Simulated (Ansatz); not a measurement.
Reactions of `FC(F)(F)C(F)(F)C(F)(F)C(F)(F)F`.

Isolated molecules relaxed with PBE0-D4/def2-TZVP in Ansatz; ΔE leaves out vibrations. CCSD(T)/CBS adds triple-zeta CCSD(T) − MP2 to the extrapolated MP2 energy (def2 sets, frozen cores). This one scheme is used for every species, atoms too. For atomizations the MP2-based limit and the directly extrapolated one differ by several kJ/mol either way, and by 10 to 25 for some Ge, Se and Sn compounds, so smaller differences from it don't rank the levels. DFT in def2-TZVPP. No spin–orbit coupling; open shells (•) take unrestricted orbitals. Spin–orbit coupling would lower the free atoms: a little for C, F. Bonds to Br are less sure, by a few kJ/mol each and by 10 to 20 or more in all where they break to atoms, as the def2 sets lack core-valence functions. Scalar relativity is left out up to krypton. Each species was taken in one conformer, which may not be the lowest.

```csv
reaction,r2SCAN-D4 (kJ/mol),RPA@PBE/def2-TZVPP (kJ/mol)
`FC(F)(F)C(F)(F)C(F)(F)C(F)(F)F` + `CF` → `FCC(F)(F)C(F)(F)C(F)(F)F` + `FC(F)F`,-30,-34
`FC(F)(F)C(F)(F)C(F)(F)C(F)(F)F` → 2 `F[C](F)C(F)(F)F`•,342,372
`FC(F)(F)C(F)(F)C(F)(F)C(F)(F)F` + HBr → `FC(F)(F)C(F)(F)Br` + `FC(F)C(F)(F)F`,3,9
`FC(F)(F)C(F)(F)C(F)(F)C(F)(F)F` → 4 C• + 10 F•,6005,5230
`FC(F)(F)C(F)(F)C(F)(F)C(F)(F)F` + H₂ → `FC(F)C(F)(F)F` + `FC(F)C(F)(F)F`,-76,-82
`FC(F)(F)C(F)(F)C(F)(F)C(F)(F)F` + `CF` → `FCC(F)(F)C(F)(F)F` + `FC(F)C(F)(F)F`,-36,-37
`FC(F)(F)C(F)(F)C(F)(F)C(F)(F)F` + H–F → `FC(F)(F)C(F)(F)C(F)(F)F` + `FC(F)F`,-30,-23
`FC(F)(F)C(F)(F)C(F)(F)C(F)(F)F` → `FC(F)(F)C(F)(F)C(F)(F)F` + `F[C]F`,242,206
```

(1) Give the CCSD(T)/CBS values in the same order. (Estimate.)

Largest T1 diagnostic: 0.017, for `F[C]F`.

Results:

(1) Ansatz gave: -37, 382, 1, 5913, -89, -43, -20, 225 kJ/mol.
